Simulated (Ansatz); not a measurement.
# Al (Fm-3m) in Ansatz: further runs

Runs on Al. Level: BLYP+D3(BJ). Tasks: single point, equation of state.

All numbers are computed with Ansatz 0.2.0; they aren't measurements. Logs are shortened: lines on timing, memory, paths and dates and some standing lists are left out, and cuts for length are marked.

**1. Starting point**

Symmetry: Fm-3m, No. 225, cubic system. Conventional cell: a = 4.050 Å, b = 4.050 Å, c = 4.050 Å, α = 90.00°, β = 90.00°, γ = 90.00°. Al (site symmetry m-3m) is surrounded by 12 Al at 2.86 Å.

**2. Single point, BLYP+D3(BJ), 15.61 Å³/atom (volume scaled by 0.94)**

File input.yaml:

```yaml
crystal:
  lattice:
    - [0.0, 1.9834708509, 1.9834708509]
    - [1.9834708509, 0.0, 1.9834708509]
    - [1.9834708509, 1.9834708509, 0.0]
  atoms:
    - { symbol: Al, position: [0.0, 0.0, 0.0] }
hamiltonian:
  xc: blyp
  pseudopotentials: { kind: paw }
  dispersion: d3bj
kpoints:
  mp_grid: { grid: [11, 11, 11] }
scf:
  occupations: { method: fermi_dirac, width: 0.05 }
output:
  forces: true
  stress: true
  eigenvalues: true
```

Potentials or basis: Ansatz PAW.

Command:

```
ansatz run input.yaml --threads 2 --pin off --max-ram 5120MiB --backend cpu --events-out ev --progress --plain --runs-dir out
```

What it wrote:

```text
Warning: RAYON_NUM_THREADS=2 ignored (pool sized by the plan → 2); use --threads N
Engine: ansatz 0.2.0, aarch64-unknown-linux-gnu
Pseudopotentials: kind: paw
Pseudopotential: Al, paw, valence charge 3, recommended cutoff 420 eV (normal), Al.paw.azcp
Functional definition: BLYP
  parameter beta = 0.0042
  parameter a = 0.04918
  parameter b = 0.132
  parameter c = 0.2533
  parameter d = 0.349
  exchange = b88_x(beta = beta)
  correlation = lyp_c(a = a, b = b, c = c, d = d)
Crystal: 1 atoms, lattice volume = 15.607 Å³
Basis set: ecut = 420 eV, 307 PW (Γ), exchange–correlation on 40×40×40 points (8 copies of the dense FFT grid, shifted against one another)
Bands: 6, of which v1, the nominal top of the filled ones, is band 2 counted from 1 (1 counted from 0)
Symmetry: 48 space group operations
Space group: Fm-3m (ITA 225), of the structure as read, at distance tolerance 2.5e-5 Å
k-points: 56 of 1331
Non-local potential: Al, projectors of the file, l = 0: 2, l = 1: 2, l = 2: 1
PAW form: soft (Blöchl's): semilocal exchange-correlation on the pseudo side does not see the compensation charge
PAW frozen core: Al, regenerated for the run's functional, and the local potential with it (the file was generated under x = pbe(κ = 0.804, μ = 0.2195149727645171), c = pbe(β = 0.06672455060314922))
PAW one-centre angular grid: Al, 110 points (default); XC on 64 Gauss nodes
Initial density: superposition of atomic densities (neutral atoms: chi_scale 0, normalization atom), corrected by the library's trained network
Initial wavefunctions: pseudopotential atomic-orbital guess
Functional: x = b88, c = lyp
SCF iter   1: F=—  HF=-541.292764 eV  |F-HF|=—  |Δ(HF+E_count)|=         —  Δρ=4.64e-3  dr2=3.73e-3  ethr=1.77e-3  ⟨swp⟩=4.9  Hψ=2997  notcnv=0
preconditioner: auto → none  [insulator: Δε(μ)=0.191 eV  Ē_g=13.645 eV  σ=0.050 eV  W_gap=0.52  n_scr=0 (ndim 8)  ℏωp=16.3 eV  f_vac=0.000  D(μ)=0.56/eV (n_scr^D=0)  ε∞_Penn≈2.4]
SCF iter   2: F=—  HF=-541.292172 eV  |F-HF|=—  |Δ(HF+E_count)|=   5.92e-4  Δρ=2.24e-3  dr2=8.66e-4  ethr=1.24e-4  ⟨swp⟩=1.6  Hψ=822  notcnv=0  defer=15
SCF iter   3: F=—  HF=-541.292047 eV  |F-HF|=—  |Δ(HF+E_count)|=   1.25e-4  Δρ=6.71e-5  dr2=6.58e-7  ethr=2.89e-5  ⟨swp⟩=1.1  Hψ=318  notcnv=0  defer=16
SCF iter   4: F=—  HF=-541.292045 eV  |F-HF|=—  |Δ(HF+E_count)|=   2.47e-6  Δρ=6.22e-6  dr2=4.63e-9  ethr=2.19e-8  ⟨swp⟩=2.0  Hψ=395  notcnv=0  defer=16
iter 5 did not close the SCF: its close was put off for the readings that it lacked (scf_convergence_deferred on its scf_iter line)
SCF iter   5: F=-541.292045 eV  HF=-541.292045 eV  |F-HF|=3.71e-11  |Δ(HF+E_count)|=   5.88e-9  Δρ=3.90e-7  dr2=1.56e-11  ethr=1.54e-10  ⟨swp⟩=2.1  Hψ=395  notcnv=0  defer=16
SCF iter   6: F=-541.292045 eV  HF=-541.292045 eV  |F-HF|=1.14e-13  |Δ(HF+E_count)|=  4.95e-11  Δρ=2.69e-8  dr2=5.55e-14  ethr=1.00e-12  ⟨swp⟩=2.5  Hψ=1236  notcnv=0
SCF 1 converged in 6 iterations: F = -541.292045 eV  dr2 = 5.55e-14
SCF converged after 6 iterations
Free energy (F): -541.292045 eV
Harris-Foulkes:  -541.292045 eV  (|F-HF|=1.14e-13)
Internal energy: -541.287953 eV  (E = F + TS)
E sigma→0 (E₀):  -541.289999 eV
Entropy (-TS):   -0.004091 eV (-4.091 meV/atom)
Fermi energy:    9.018206 eV
--- Per-component energies (eV) ---
  E_band       = 13.309392
  E_kinetic    = 23.643838
  E_local      = 10.233303  (includes V_loc(G=0)·N_el)
  E_nonlocal   = 11.150468
  E_hartree    = 0.117725
  E_xc         = -38.763341
  E_vxc        = -27.837308  (∫ρ·V_xc dr)
  E_paw        = -471.968612  (= ΣΔE_a)
  E_vpaw       = -4.116356  (= ΣTr[D̂ρ^β])
  E_aug_tail   = -0.000003  (compensation charges beyond the density's cutoff)
  E_ewald      = -74.891887
  E_disp       = -0.821512  (pairwise vdW)
  E_core_change = 0.012067  (= ΣΔE_core)
  E_smearing   = -0.004091  (= −TS)
  E_closure    = 0.000000  (closes the sum)
  Σ components = -541.292045   (vs F -541.292045, Δ=0.00e0)
--- Forces (eV/Å), atoms counted from 1 ---
  atom   1  Al    -0.00000000    -0.00000000     0.00000000
  max |Σ_I F_I| component: 1.64e-32 eV/Å
--- Stress (GPa, compression-positive) ---
       -0.529834      -0.000000      -0.000000
       -0.000000      -0.529834      -0.000000
        0.000000       0.000000      -0.529834
  P = ⅓ Tr σ = -0.5298 GPa (-5.298 kbar)
--- Band table (eV; the first three rows and the last of 56) ---
  k-point 0: bands = ["-2.4906", "21.7474", "21.7474", "21.7474", "23.6798", "23.6798"]
  k-point 1: bands = ["-2.2580", "18.9086", "21.2033", "21.2033", "24.2825", "24.5658"]
  k-point 2: bands = ["-1.5626", "15.1924", "20.5133", "20.5133", "24.0485", "25.2740"]
  k-point 55: bands = ["7.5532", "7.7838", "9.3515", "11.2976", "23.2917", "26.3032"]
```

Run time: 0.58 s. Hardware: 2 threads of Arm Neoverse N1, shared host; peak memory 0.24 GiB.

Results:

| Item | Value |
| --- | --- |
| Free energy | -541.2920 eV |
| Pressure | -0.5 GPa |
| Band gap on the k mesh | none (metal or under the smearing width) |

Caveat: pairwise dispersion overbinds metals, which lowers pressure and volume; the PAW data sets come from PBE, with cores solved anew for the run's functional, which leaves a small shift of forces and pressure.

**3. Single point, BLYP+D3(BJ), 15.94 Å³/atom (volume scaled by 0.96)**

input.yaml, as its differences from that of step 2:

```diff
@@ -2,5 +2,5 @@
   lattice:
-    - [0.0, 1.9834708509, 1.9834708509]
-    - [1.9834708509, 0.0, 1.9834708509]
-    - [1.9834708509, 1.9834708509, 0.0]
+    - [0.0, 1.9974394157, 1.9974394157]
+    - [1.9974394157, 0.0, 1.9974394157]
+    - [1.9974394157, 1.9974394157, 0.0]
   atoms:
```

Potentials or basis: Ansatz PAW.

Command:

```
ansatz run input.yaml --threads 2 --pin off --max-ram 5120MiB --backend cpu --events-out ev --progress --plain --runs-dir out
```

Run time: 0.57 s. Hardware: 2 threads of Arm Neoverse N1, shared host; peak memory 0.24 GiB.

Results (log left out):

- Free energy: -541.2893 eV
- Pressure: -2.1 GPa
- Band gap on the k mesh: none (metal or under the smearing width)

Caveat: pairwise dispersion overbinds metals, which lowers pressure and volume; the PAW data sets come from PBE, with cores solved anew for the run's functional, which leaves a small shift of forces and pressure.

**4. Single point, BLYP+D3(BJ), 16.27 Å³/atom (volume scaled by 0.98)**

input.yaml, as its differences from that of step 3:

```diff
@@ -2,5 +2,5 @@
   lattice:
-    - [0.0, 1.9974394157, 1.9974394157]
-    - [1.9974394157, 0.0, 1.9974394157]
-    - [1.9974394157, 1.9974394157, 0.0]
+    - [0.0, 2.0112152952, 2.0112152952]
+    - [2.0112152952, 0.0, 2.0112152952]
+    - [2.0112152952, 2.0112152952, 0.0]
   atoms:
```

Command:

```
ansatz run input.yaml --threads 2 --pin off --max-ram 5120MiB --backend cpu --events-out ev --progress --plain --runs-dir out
```

Wall time 0.57 s (2 threads of Arm Neoverse N1, shared host); peak memory 0.24 GiB.

Results (log left out):

- Free energy: -541.2835 eV
- Pressure: -3.5 GPa
- Band gap on the k mesh: none (metal or under the smearing width)

Caveat: pairwise dispersion overbinds metals, which lowers pressure and volume; the PAW data sets come from PBE, with cores solved anew for the run's functional, which leaves a small shift of forces and pressure.

**5. Single point, BLYP+D3(BJ), 16.60 Å³/atom**

input.yaml, as its differences from that of step 4:

```diff
@@ -2,5 +2,5 @@
   lattice:
-    - [0.0, 2.0112152952, 2.0112152952]
-    - [2.0112152952, 0.0, 2.0112152952]
-    - [2.0112152952, 2.0112152952, 0.0]
+    - [0.0, 2.024805, 2.024805]
+    - [2.024805, 0.0, 2.024805]
+    - [2.024805, 2.024805, 0.0]
   atoms:
```

Command:

```
ansatz run input.yaml --threads 2 --pin off --max-ram 5120MiB --backend cpu --events-out ev --progress --plain --runs-dir out
```

It took 0.58 s on 2 threads of Arm Neoverse N1, shared host; peak memory 0.24 GiB.

Results (log left out):

- Free energy: -541.2750 eV
- Pressure: -4.7 GPa
- Band gap on the k mesh: none (metal or under the smearing width)

Caveat: pairwise dispersion overbinds metals, which lowers pressure and volume; the PAW data sets come from PBE, with cores solved anew for the run's functional, which leaves a small shift of forces and pressure.

**6. Single point, BLYP+D3(BJ), 16.93 Å³/atom (volume scaled by 1.02)**

input.yaml, as its differences from that of step 5:

```diff
@@ -2,5 +2,5 @@
   lattice:
-    - [0.0, 2.024805, 2.024805]
-    - [2.024805, 0.0, 2.024805]
-    - [2.024805, 2.024805, 0.0]
+    - [0.0, 2.0382146954, 2.0382146954]
+    - [2.0382146954, 0.0, 2.0382146954]
+    - [2.0382146954, 2.0382146954, 0.0]
   atoms:
```

Potentials or basis: Ansatz PAW.

Command:

```
ansatz run input.yaml --threads 2 --pin off --max-ram 5120MiB --backend cpu --events-out ev --progress --plain --runs-dir out
```

It took 0.59 s on 2 threads of Arm Neoverse N1, shared host; peak memory 0.24 GiB.

It converged, with:

```
Free energy            : -541.2641 eV
Pressure               : -5.8 GPa
Band gap on the k mesh : none (metal or under the smearing width)
```

Caveat: pairwise dispersion overbinds metals, which lowers pressure and volume; the PAW data sets come from PBE, with cores solved anew for the run's functional, which leaves a small shift of forces and pressure.

**7. Single point, BLYP+D3(BJ), 17.27 Å³/atom (volume scaled by 1.04)**

input.yaml, as its differences from that of step 6:

```diff
@@ -2,5 +2,5 @@
   lattice:
-    - [0.0, 2.0382146954, 2.0382146954]
-    - [2.0382146954, 0.0, 2.0382146954]
-    - [2.0382146954, 2.0382146954, 0.0]
+    - [0.0, 2.0514502267, 2.0514502267]
+    - [2.0514502267, 0.0, 2.0514502267]
+    - [2.0514502267, 2.0514502267, 0.0]
   atoms:
```

Command:

```
ansatz run input.yaml --threads 2 --pin off --max-ram 5120MiB --backend cpu --events-out ev --progress --plain --runs-dir out
```

Run time: 0.57 s. Hardware: 2 threads of Arm Neoverse N1, shared host; peak memory 0.24 GiB.

It converged, with:

| Property | Result |
| --- | --- |
| Free energy | -541.2511 eV |
| Pressure | -6.7 GPa |
| Band gap on the k mesh | none (metal or under the smearing width) |

Caveat: pairwise dispersion overbinds metals, which lowers pressure and volume; the PAW data sets come from PBE, with cores solved anew for the run's functional, which leaves a small shift of forces and pressure.

**8. Single point, BLYP+D3(BJ), 17.60 Å³/atom (volume scaled by 1.06)**

input.yaml, as its differences from that of step 7:

```diff
@@ -2,5 +2,5 @@
   lattice:
-    - [0.0, 2.0514502267, 2.0514502267]
-    - [2.0514502267, 0.0, 2.0514502267]
-    - [2.0514502267, 2.0514502267, 0.0]
+    - [0.0, 2.0645171409, 2.0645171409]
+    - [2.0645171409, 0.0, 2.0645171409]
+    - [2.0645171409, 2.0645171409, 0.0]
   atoms:
```

Command:

```
ansatz run input.yaml --threads 2 --pin off --max-ram 5120MiB --backend cpu --events-out ev --progress --plain --runs-dir out
```

Wall time 0.56 s (2 threads of Arm Neoverse N1, shared host); peak memory 0.24 GiB.

Results (log left out):

```
Free energy            : -541.2364 eV
Pressure               : -7.5 GPa
Band gap on the k mesh : none (metal or under the smearing width)
```

Caveat: pairwise dispersion overbinds metals, which lowers pressure and volume; the PAW data sets come from PBE, with cores solved anew for the run's functional, which leaves a small shift of forces and pressure.

**9. Equation of state, BLYP+D3(BJ)**

Potentials or basis: Ansatz PAW.

This step only gathers the single runs of the series.

Results:

```yaml
Equilibrium_volume: "15.51 Å³/atom (rough: see the caveat)"
Bulk_modulus: 82 GPa (rough)
```

Energy against volume, from the lowest point:
| volume (Å³/atom) | energy (meV/atom) |
| --- | --- |
| 15.607 | 0.00 |
| 15.939 | 2.76 |
| 16.271 | 8.56 |
| 16.603 | 17.07 |
| 16.935 | 27.96 |
| 17.267 | 40.91 |
| 17.599 | 55.65 |

Caveat: the potentials were made for another functional, which shifts forces and pressure; the minimum lies outside the volumes run.
